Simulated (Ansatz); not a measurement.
# CdSe (zincblende type): optical response by level, part 2 of 2

How does CdSe (zincblende type) absorb light if electrons and holes don't interact? Plan: HSE06 for the gap; optics with PBE on 6×6×6; optics with r2SCAN on 6×6×6; optics with LDA on 6×6×6; optics with PBE and scissors to the HSE06 gap on 6×6×6.

Ansatz 0.2.0; plane waves, PAW; no local fields, no excitons.

## 5. Optics, LDA

The input, input.yaml:

```yaml
crystal:
  lattice:
    - [0.0, 3.0677809647, 3.0677809647]
    - [3.0677809647, 0.0, 3.0677809647]
    - [3.0677809647, 3.0677809647, 0.0]
  atoms:
    - { symbol: Cd, position: [0.0, 0.0, 0.0] }
    - { symbol: Se, position: [0.25, 0.25, 0.25] }
kpoints:
  mp_grid: { grid: [6, 6, 6] }
hamiltonian:
  xc: lda
scf:
  occupations: { method: fixed }
output:
  optics: { e_range: [0, 12], de: 0.05, sigma: 0.1, bands: auto }
```

The run is started by

```sh
ansatz run input.yaml --threads 4 --pin off --max-ram 3686MiB --backend cpu --events-out ev --progress --plain --runs-dir out
```

Log:

```text
Warning: RAYON_NUM_THREADS=4 ignored (pool sized by the plan → 4); use --threads N
Engine: ansatz 0.2.0, aarch64-unknown-linux-gnu
Pseudopotentials: kind: paw
Pseudopotential: Cd, paw, valence charge 20, recommended cutoff 420 eV (normal), Cd.paw.azcp
Pseudopotential: Se, paw, valence charge 16, recommended cutoff 420 eV (normal), Se.paw.azcp
Functional definition: SPW92
  exchange = slater_x
  correlation = pw_c
Crystal: 2 atoms, lattice volume = 57.743 Å³
Basis set: ecut = 420 eV, 1139 PW (Γ)
Bands: 22, of which v1, the nominal top of the filled ones, is band 18 counted from 1 (17 counted from 0)
Symmetry: 24 space group operations
Space group: F-43m (ITA 216), of the structure as read, at distance tolerance 3.9e-5 Å
k-points: 16 of 216 (time reversal used)
Non-local potential: Cd, projectors of the file, l = 0: 3, l = 1: 2, l = 2: 2, l = 3: 1
Non-local potential: Se, projectors of the file, l = 0: 2, l = 1: 2, l = 2: 3, l = 3: 1
PAW form: soft (Blöchl's): semilocal exchange-correlation on the pseudo side does not see the compensation charge
PAW frozen core: Cd, regenerated for the run's functional, and the local potential with it (the file was generated under x = pbe(κ = 0.804, μ = 0.2195149727645171), c = pbe(β = 0.06672455060314922))
PAW frozen core: Se, regenerated for the run's functional, and the local potential with it (the file was generated under x = pbe(κ = 0.804, μ = 0.2195149727645171), c = pbe(β = 0.06672455060314922))
PAW one-centre angular grid: Cd, 590 points (default); XC on 64 Gauss nodes
PAW one-centre angular grid: Se, 590 points (default); XC on 64 Gauss nodes
Initial density: superposition of atomic densities (neutral atoms: chi_scale 0, normalization atom), corrected by the library's trained network
Initial wavefunctions: pseudopotential atomic-orbital guess
Functional: x = slater, c = lda
SCF iter   1: F=—  HF=-13502.202131 eV  |F-HF|=—  |Δ(HF+E_count)|=         —  Δρ=7.08e-3  dr2=2.33e-2  ethr=1.77e-3  ⟨swp⟩=4.8  Hψ=1302  notcnv=0  defer=27
preconditioner: auto → none  [insulator: Δε(μ)=0.215 eV  Ē_g=11.822 eV  n_scr=14 (ndim 8)  ℏωp=20.7 eV  f_vac=0.214  ε∞_Penn≈4.1]
SCF iter   2: F=—  HF=-13502.195223 eV  |F-HF|=—  |Δ(HF+E_count)|=   6.91e-3  Δρ=2.43e-3  dr2=1.48e-3  ethr=6.47e-5  ⟨swp⟩=2.0  Hψ=643  notcnv=0  defer=29
SCF iter   3: F=—  HF=-13502.194935 eV  |F-HF|=—  |Δ(HF+E_count)|=   2.87e-4  Δρ=1.11e-3  dr2=3.08e-4  ethr=4.11e-6  ⟨swp⟩=2.0  Hψ=515  notcnv=0  defer=29
SCF iter   4: F=—  HF=-13502.194897 eV  |F-HF|=—  |Δ(HF+E_count)|=   3.83e-5  Δρ=2.41e-4  dr2=4.49e-5  ethr=8.57e-7  ⟨swp⟩=2.0  Hψ=483  notcnv=0  defer=28
SCF iter   5: F=—  HF=-13502.194881 eV  |F-HF|=—  |Δ(HF+E_count)|=   1.57e-5  Δρ=2.43e-5  dr2=2.96e-7  ethr=1.25e-7  ⟨swp⟩=2.1  Hψ=492  notcnv=0  defer=1
SCF iter   6: F=—  HF=-13502.194857 eV  |F-HF|=—  |Δ(HF+E_count)|=   2.44e-5  Δρ=5.91e-6  dr2=1.41e-8  ethr=8.22e-10  ⟨swp⟩=2.2  Hψ=549  notcnv=0
SCF iter   7: F=—  HF=-13502.194857 eV  |F-HF|=—  |Δ(HF+E_count)|=   3.82e-9  Δρ=6.88e-7  dr2=1.54e-10  ethr=3.92e-11  ⟨swp⟩=2.8  Hψ=577  notcnv=0
SCF iter   8: F=-13502.194857 eV  HF=-13502.194857 eV  |F-HF|=0.00e0  |Δ(HF+E_count)|=  6.37e-11  Δρ=1.12e-7  dr2=3.29e-12  ethr=1.00e-12  ⟨swp⟩=4.2  Hψ=1252  notcnv=0
SCF 1 converged in 8 iterations: F = -13502.194857 eV  dr2 = 3.29e-12
NSCF: frozen V_eff on 16 k-points
Optics k sum: 0 of 16 k-points
[...]
NSCF: frozen V_eff on 1 k-points
NSCF: frozen V_eff on 1 k-points
output.optics: what the bands over the 77 summed would add to eps1, eps2 and the energy-loss function is held between a lower and an upper bound (3 Lanczos steps). eps1, eps2 and their loss function (loss_summed_bands) are given on every row as the summed bands alone make them. Along an axis, on a row where the two bounds hold the loss function to about 1 % of the greater of itself and 0.5 % of |1/eps|, its cell (loss_completed) is given, with the completed eps1 and eps2 that it is formed of (a cell that is left empty reads nan in the table and null in the record). The two bounds hold it so along every axis on all 241 rows up to 12.000 eV. The run works to bound the rows up to 38.639 eV and no higher ones: a peak of the loss function over that energy may be left empty with no warning. To have the run work for it, set output.optics.bands.spectra_wanted_up_to to a higher energy. perfect_screening_sum, loss_f_sum_n_eff and, beside carriers, perfect_screening_limit are those of loss_summed_bands: over the bounded function the two sums would run over rows that are not all bounded, and lack what the bands left out lay past the top of the energy grid. Bounded is said of the bands left out alone, which are those that the basis at basis.ecutwfc holds: it says nothing of that cutoff, of the k-point mesh, of what the sum inside its cells errs by (eps2_relative_error), of the factors of all_electron_strengths, nor of how far the SCF is converged. The bands left out are taken at the k-points, and what their mean over the points' cells stands off that by is in neither bound: the run's estimate of it, which the test of a row counts in, is 0.02 % of |eps| at the most among the values given; where the mean stood off by over 0.5 % the points' spread read 0.1 to 3 times that
SCF converged after 8 iterations
Free energy (F): -13502.194857 eV
Harris-Foulkes:  -13502.194857 eV  (|F-HF|=0.00e0)
Internal energy: -13502.194857 eV  (E = F + TS)
E sigma→0 (E₀):  -13502.194857 eV
Fermi energy:    6.786885 eV
--- Per-component energies (eV) ---
  E_band       = -914.268855
  E_kinetic    = 623.647657
  E_local      = -6449.468078  (includes V_loc(G=0)·N_el)
  E_nonlocal   = -548.183416
  E_hartree    = 3053.590316
  E_xc         = -278.473126
  E_vxc        = -319.070442  (∫ρ·V_xc dr)
  E_paw        = -5774.654069  (= ΣΔE_a)
  E_vpaw       = -328.374554  (= ΣTr[D̂ρ^β])
  E_aug_tail   = -0.000633  (compensation charges beyond the density's cutoff)
  E_ewald      = -4131.637439
  E_core_change = 2.983931  (= ΣΔE_core)
  E_smearing   = -0.000000  (= −TS)
  E_closure    = -0.000000  (closes the sum)
  Σ components = -13502.194857   (vs F -13502.194857, Δ=0.00e0)
--- Band table (eV; the first three rows and the last of 16) ---
  k-point 0: bands = ["-94.5839", "-55.7300", "-55.7300", "-55.7300", "-40.0484", "-40.0484", "-40.0484", "-40.0453", "-40.0453", "-5.7443", "-1.0601", "-1.0601", "-1.0601", "-0.7086", "-0.7086", "6.7869", "6.7869", "6.7869", "7.0622", "12.5906", "12.5906", "12.5906"]
  k-point 1: bands = ["-94.5839", "-55.7301", "-55.7300", "-55.7300", "-40.0485", "-40.0484", "-40.0484", "-40.0453", "-40.0453", "-5.6562", "-1.0329", "-1.0329", "-0.9773", "-0.7095", "-0.7095", "5.0273", "6.5838", "6.5838", "8.4460", "12.3027", "12.9050", "12.9050"]
  k-point 2: bands = ["-94.5839", "-55.7302", "-55.7300", "-55.7300", "-40.0485", "-40.0484", "-40.0484", "-40.0452", "-40.0452", "-5.4769", "-0.9879", "-0.9879", "-0.6995", "-0.6995", "-0.6963", "3.2856", "6.2250", "6.2250", "8.9400", "13.0788", "13.1576", "13.1576"]
  k-point 15: bands = ["-94.5839", "-55.7302", "-55.7301", "-55.7301", "-40.0485", "-40.0484", "-40.0484", "-40.0453", "-40.0452", "-5.2738", "-0.8838", "-0.8670", "-0.7686", "-0.6828", "-0.2913", "2.8078", "4.7054", "4.7212", "10.9904", "11.2003", "14.1082", "14.5924"]
```

Wall time 44 s (4 threads of Arm Neoverse N1, shared host); peak memory 0.76 GiB.

From the head of optics.tsv:

```
# eps_inf(xx yy zz) = 9.884776 9.884776 9.884776
# eps_inf_bands = all
# eps_inf_summed_bands(xx yy zz) = 9.864680 9.864680 9.864680
# eps_inf_completed(xx yy zz) = 9.884776 9.884776 9.884776
# eps2_relative_error = 0.0023
# eps_inf_relative_error = 0.0038
# f_sum_n_eff(xx yy zz) = 21.741962 21.741962 21.741962 of n_electrons = 36.000000
# n_bands = 77
# n_bands_set_by = photon_energy
# valid_up_to_ev = 51.588628
# least_direct_gap_ev = 2.753409e-1 at k(fractional) = 0.000000 0.000000 0.000000, k_point = 0, channel = 0, bands = 17 18 (counted from 0)
```

The dielectric function from optics.tsv (isotropic), one row in 16 (narrow peaks fall between the rows):

```csv
E (eV),ε₂ xx,ε₁ xx
0.00,0.00,9.86
0.80,2.22,9.07
1.60,2.55,8.52
2.40,3.62,9.26
3.20,7.18,5.85
4.00,5.26,5.25
4.80,8.98,8.76
5.60,7.59,-0.32
6.40,7.70,3.23
7.20,6.86,-2.44
8.00,2.87,-2.97
8.80,1.67,-1.65
9.60,1.57,-0.69
10.40,1.51,-0.32
11.20,1.26,-0.41
12.00,0.76,-0.13
```

Tallest peaks of ε₂: 8.2 at 2.95 eV, 12.7 at 5.00 eV, 9.0 at 6.50 eV.

## 6. Optics, PBE + 0.94 eV scissors

The scissors of 0.943 eV comes from the difference of HSE06 and PBE direct gaps in separate runs.

input.yaml: that of step 5 with these lines changed.

```diff
@@ -11,3 +11,3 @@
 hamiltonian:
-  xc: lda
+  xc: pbe
 scf:
@@ -15,2 +15,11 @@
 output:
-  optics: { e_range: [0, 12], de: 0.05, sigma: 0.1, bands: auto }
+  optics:
+    e_range: [0, 12]
+    de: 0.05
+    sigma: 0.1
+    bands: auto
+    scissors: 0.943
+  write_density: true
+  write_potential: true
+  elf: true
+  volumetric_format: npy
```

The run is started by

```sh
ansatz run input.yaml --threads 4 --pin off --max-ram 3686MiB --backend cpu --events-out ev --progress --plain --runs-dir out
```

Log:

```text
Warning: RAYON_NUM_THREADS=4 ignored (pool sized by the plan → 4); use --threads N
Engine: ansatz 0.2.0, aarch64-unknown-linux-gnu
Pseudopotentials: kind: paw
Pseudopotential: Cd, paw, valence charge 20, recommended cutoff 420 eV (normal), Cd.paw.azcp
Pseudopotential: Se, paw, valence charge 16, recommended cutoff 420 eV (normal), Se.paw.azcp
Functional definition: PBE
  parameter kappa = 0.804
  parameter beta = 0.06672455060314922
  exchange = pbe_x(kappa = kappa, mu = beta*pi^2/3)
  correlation = pbe_c(beta = beta)
Crystal: 2 atoms, lattice volume = 57.743 Å³
Basis set: ecut = 420 eV, 1139 PW (Γ)
Bands: 22, of which v1, the nominal top of the filled ones, is band 18 counted from 1 (17 counted from 0)
Symmetry: 24 space group operations
Space group: F-43m (ITA 216), of the structure as read, at distance tolerance 3.9e-5 Å
k-points: 16 of 216 (time reversal used)
Non-local potential: Cd, projectors of the file, l = 0: 3, l = 1: 2, l = 2: 2, l = 3: 1
Non-local potential: Se, projectors of the file, l = 0: 2, l = 1: 2, l = 2: 3, l = 3: 1
PAW form: soft (Blöchl's): semilocal exchange-correlation on the pseudo side does not see the compensation charge
PAW one-centre angular grid: Cd, 590 points (default); XC on 64 Gauss nodes
PAW one-centre angular grid: Se, 590 points (default); XC on 64 Gauss nodes
Initial density: superposition of atomic densities (neutral atoms: chi_scale 0, normalization atom), corrected by the library's trained network
Initial wavefunctions: pseudopotential atomic-orbital guess
Functional: x = pbe(κ = 0.804, μ = 0.2195149727645171), c = pbe(β = 0.06672455060314922)
SCF iter   1: F=—  HF=-13724.784437 eV  |F-HF|=—  |Δ(HF+E_count)|=         —  Δρ=9.29e-4  dr2=1.06e-3  ethr=1.77e-3  ⟨swp⟩=4.8  Hψ=1291  notcnv=0  defer=28
preconditioner: auto → none  [insulator: Δε(μ)=0.541 eV  Ē_g=12.040 eV  n_scr=14 (ndim 8)  ℏωp=20.7 eV  f_vac=0.214  ε∞_Penn≈4.0]
SCF iter   2: F=—  HF=-13724.784870 eV  |F-HF|=—  |Δ(HF+E_count)|=   4.33e-4  Δρ=3.60e-4  dr2=6.36e-5  ethr=2.95e-6  ⟨swp⟩=2.0  Hψ=661  notcnv=0  defer=27
SCF iter   3: F=—  HF=-13724.784914 eV  |F-HF|=—  |Δ(HF+E_count)|=   4.42e-5  Δρ=1.48e-4  dr2=1.21e-5  ethr=1.77e-7  ⟨swp⟩=2.0  Hψ=656  notcnv=0  defer=27
SCF iter   4: F=—  HF=-13724.784923 eV  |F-HF|=—  |Δ(HF+E_count)|=   9.21e-6  Δρ=6.68e-5  dr2=2.85e-6  ethr=3.37e-8  ⟨swp⟩=2.0  Hψ=495  notcnv=0  defer=4
SCF iter   5: F=—  HF=-13724.784951 eV  |F-HF|=—  |Δ(HF+E_count)|=   2.75e-5  Δρ=1.70e-5  dr2=1.59e-7  ethr=7.92e-9  ⟨swp⟩=2.0  Hψ=496  notcnv=0
SCF iter   6: F=—  HF=-13724.784951 eV  |F-HF|=—  |Δ(HF+E_count)|=   4.62e-7  Δρ=3.19e-6  dr2=5.03e-9  ethr=4.43e-10  ⟨swp⟩=2.0  Hψ=575  notcnv=0  defer=2
SCF iter   7: F=—  HF=-13724.784951 eV  |F-HF|=—  |Δ(HF+E_count)|=   1.57e-8  Δρ=4.02e-7  dr2=1.01e-10  ethr=1.40e-11  ⟨swp⟩=2.0  Hψ=576  notcnv=0  defer=2
SCF iter   8: F=-13724.784951 eV  HF=-13724.784951 eV  |F-HF|=5.46e-12  |Δ(HF+E_count)|=  2.55e-11  Δρ=6.35e-8  dr2=1.73e-12  ethr=1.00e-12  ⟨swp⟩=5.1  Hψ=1272  notcnv=0
SCF 1 converged in 8 iterations: F = -13724.784951 eV  dr2 = 1.73e-12
NSCF: frozen V_eff on 16 k-points
Optics k sum: 0 of 16 k-points
[...]
NSCF: frozen V_eff on 1 k-points
NSCF: frozen V_eff on 1 k-points
output.optics: what the bands over the 77 summed would add to eps1, eps2 and the energy-loss function is held between a lower and an upper bound (3 Lanczos steps). eps1, eps2 and their loss function (loss_summed_bands) are given on every row as the summed bands alone make them. Along an axis, on a row where the two bounds hold the loss function to about 1 % of the greater of itself and 0.5 % of |1/eps|, its cell (loss_completed) is given, with the completed eps1 and eps2 that it is formed of (a cell that is left empty reads nan in the table and null in the record). The two bounds hold it so along every axis on all 241 rows up to 12.000 eV. The run works to bound the rows up to 38.639 eV and no higher ones: a peak of the loss function over that energy may be left empty with no warning. To have the run work for it, set output.optics.bands.spectra_wanted_up_to to a higher energy. perfect_screening_sum, loss_f_sum_n_eff and, beside carriers, perfect_screening_limit are those of loss_summed_bands: over the bounded function the two sums would run over rows that are not all bounded, and lack what the bands left out lay past the top of the energy grid. Bounded is said of the bands left out alone, which are those that the basis at basis.ecutwfc holds: it says nothing of that cutoff, of the k-point mesh, of what the sum inside its cells errs by (eps2_relative_error), of the factors of all_electron_strengths, nor of how far the SCF is converged. The bands left out are taken at the k-points, and what their mean over the points' cells stands off that by is in neither bound: the run's estimate of it, which the test of a row counts in, is 0.01 % of |eps| at the most among the values given; where the mean stood off by over 0.5 % the points' spread read 0.1 to 3 times that
SCF converged after 8 iterations
Free energy (F): -13724.784951 eV
Harris-Foulkes:  -13724.784951 eV  (|F-HF|=5.46e-12)
Internal energy: -13724.784951 eV  (E = F + TS)
E sigma→0 (E₀):  -13724.784951 eV
Fermi energy:    7.108260 eV
--- Per-component energies (eV) ---
  E_band       = -901.083899
  E_kinetic    = 623.446485
  E_local      = -6436.216381  (includes V_loc(G=0)·N_el)
  E_nonlocal   = -562.256553
  E_hartree    = 3057.500260
  E_xc         = -280.877688
  E_vxc        = -319.699782  (∫ρ·V_xc dr)
  E_paw        = -5994.743025  (= ΣΔE_a)
  E_vpaw       = -321.357644  (= ΣTr[D̂ρ^β])
  E_aug_tail   = -0.000609  (compensation charges beyond the density's cutoff)
  E_ewald      = -4131.637439
  E_smearing   = -0.000000  (= −TS)
  E_closure    = 0.000000  (closes the sum)
  Σ components = -13724.784951   (vs F -13724.784951, Δ=0.00e0)
--- Band table (eV; the first three rows and the last of 16) ---
  k-point 0: bands = ["-94.4722", "-55.5412", "-55.5412", "-55.5412", "-39.4892", "-39.4892", "-39.4892", "-39.4861", "-39.4861", "-5.3394", "-0.7381", "-0.7381", "-0.7381", "-0.3910", "-0.3910", "7.1083", "7.1083", "7.1083", "7.6618", "13.0477", "13.0477", "13.0477"]
  k-point 1: bands = ["-94.4722", "-55.5413", "-55.5413", "-55.5413", "-39.4892", "-39.4892", "-39.4892", "-39.4861", "-39.4861", "-5.2528", "-0.7113", "-0.7113", "-0.6530", "-0.3917", "-0.3917", "5.4408", "6.9094", "6.9094", "8.9657", "12.7934", "13.3600", "13.3600"]
  k-point 2: bands = ["-94.4722", "-55.5414", "-55.5413", "-55.5413", "-39.4893", "-39.4892", "-39.4892", "-39.4861", "-39.4861", "-5.0769", "-0.6666", "-0.6666", "-0.3817", "-0.3817", "-0.3693", "3.6967", "6.5567", "6.5567", "9.4790", "13.6014", "13.6071", "13.6071"]
  k-point 15: bands = ["-94.4722", "-55.5415", "-55.5414", "-55.5413", "-39.4893", "-39.4892", "-39.4892", "-39.4861", "-39.4861", "-4.8782", "-0.5620", "-0.5462", "-0.4488", "-0.3652", "0.0333", "3.2218", "5.0666", "5.0894", "11.4940", "11.6670", "14.6125", "15.1099"]
```

Wall time 44 s (4 threads of Arm Neoverse N1, shared host); peak memory 0.77 GiB.

optics.tsv begins:

```
# eps_inf(xx yy zz) = 6.677676 6.677676 6.677676
# eps_inf_bands = all
# eps_inf_summed_bands(xx yy zz) = 6.657770 6.657770 6.657770
# eps_inf_completed(xx yy zz) = 6.677676 6.677676 6.677676
# eps2_relative_error = 0.0023
# eps_inf_relative_error = 0.0038
# f_sum_n_eff(xx yy zz) = 21.735463 21.735463 21.735463 of n_electrons = 36.000000
# n_bands = 77
# n_bands_set_by = photon_energy
# valid_up_to_ev = 52.680885
# least_direct_gap_ev = 5.534957e-1 at k(fractional) = 0.000000 0.000000 0.000000, k_point = 0, channel = 0, bands = 17 18 (counted from 0)
```

The dielectric function from optics.tsv (isotropic), one row in 14 (narrow peaks fall between the rows):

```
E (eV)  ε₂ xx  ε₁ xx
  1.25   0.00   7.43
  1.95   1.79   7.73
  2.65   2.19   7.51
  3.35   2.88   8.08
  4.05   7.35   8.34
  4.75   5.62   4.77
  5.45   5.06   5.67
  6.15  11.93   2.59
  6.85   6.28  -0.44
  7.55   8.79   2.04
  8.25   6.96  -2.53
  8.95   3.40  -3.37
  9.65   2.14  -1.99
 10.35   1.42  -1.06
 11.05   1.36  -0.64
 11.75   1.49  -0.58
```

Tallest peaks of ε₂: 12.5 at 6.10 eV, 8.8 at 7.60 eV, 8.0 at 8.10 eV.

## 7. The levels side by side

```tsv
level	mesh	least direct gap on the mesh (eV)	ε∞	tallest peak of ε₂	time
PBE	6×6×6	0.55	8.29	12.5 at 5.15 eV	43 s
r2SCAN	6×6×6	1.04	6.71	11.9 at 5.55 eV	29 s
LDA	6×6×6	0.28	9.88	12.7 at 5.00 eV	44 s
PBE + 0.94 eV scissors	6×6×6	1.50	6.68	12.5 at 6.10 eV	44 s
```

## 8. Results

This closing draws on all 2 parts.

| quantity | value |
| --- | --- |
| ε∞, PBE | 8.29 |
| ε∞, r2SCAN | 6.71 |
| ε∞, LDA | 9.88 |
| ε∞, PBE + 0.94 eV scissors | 6.68 |
| tallest peak of ε₂, PBE | 12.5 at 5.15 eV |
| tallest peak of ε₂, r2SCAN | 11.9 at 5.55 eV |
| tallest peak of ε₂, LDA | 12.7 at 5.00 eV |
| tallest peak of ε₂, PBE + 0.94 eV scissors | 12.5 at 6.10 eV |
| HSE06 direct gap | 1.50 eV |

What this shows: From LDA to PBE + 0.94 eV scissors the direct gap grows from 0.28 to 1.50 eV, and ε∞ goes from 9.88 to 6.68: a wider gap screens less. With a direct gap of only 0.28 eV, ε∞ hangs on the few k points next to it, so this mesh fixes it only roughly. Local fields and excitons are left out: both change ε∞, and without excitons the onset lacks its lines.
